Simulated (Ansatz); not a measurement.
Below is a relaxed structure of Sn. The cell was found from a structure generator's guess, not taken from experiment.

All numbers below come from DFT PBE, scalar-relativistic, plane waves, PAW in Ansatz 0.2.0. Cutoff 420 eV, Γ-centred mesh, Gaussian smearing, no spin polarisation.

```yaml
crystal:
  lattice:
    - [7.37724, 0.00000, 0.00000]
    - [-3.68862, 6.38887, 0.00000]
    - [0.00000, 0.00000, 4.58012]
  atoms:
    - { symbol: Sn, position: [0.61944, 0.61944, 0.16667] }
    - { symbol: Sn, position: [0.38056, 0.00000, 0.50000] }
    - { symbol: Sn, position: [0.00000, 0.38056, 0.83333] }
    - { symbol: Sn, position: [0.00000, 0.61944, 0.33333] }
    - { symbol: Sn, position: [0.38056, 0.38056, 0.66667] }
    - { symbol: Sn, position: [0.61944, 0.00000, 0.00000] }
```

Energies count from the standard state of Sn at the same level. The references include grey tin.

**Question.** Find its symmetry and describe it.

**Answer.** P6_122 (No. 178). Conventional cell: a = 7.377 Å, c = 4.580 Å. Sn is surrounded by 4 Sn at 2.89–2.91 Å.

**Question.** How far does it lie from the standard state of Sn?

**Answer.** +0.09 eV/atom. So it is a metastable form at best.

**Question.** Is it a metal?

**Answer.** There is no gap on the 6×6×8 mesh, but valence and conduction bands meet within 0.015 eV, so at this level it has a zero gap rather than a metal's Fermi surface.

**Question.** From what recipe could a structure generator have reached it?

**Answer.** One such recipe: 4-connected net of one element (P6_122, No. 178). Other recipes can lead to the same cell.

The last run used a 6×6×8 mesh (in the run's order of axes) for its 6-atom cell and Gaussian smearing of 0.10 eV. The zero gap may come from the functional, which often closes small gaps, or the cell may be a true semimetal. A structure relaxed within its symmetry needn't be a true minimum.
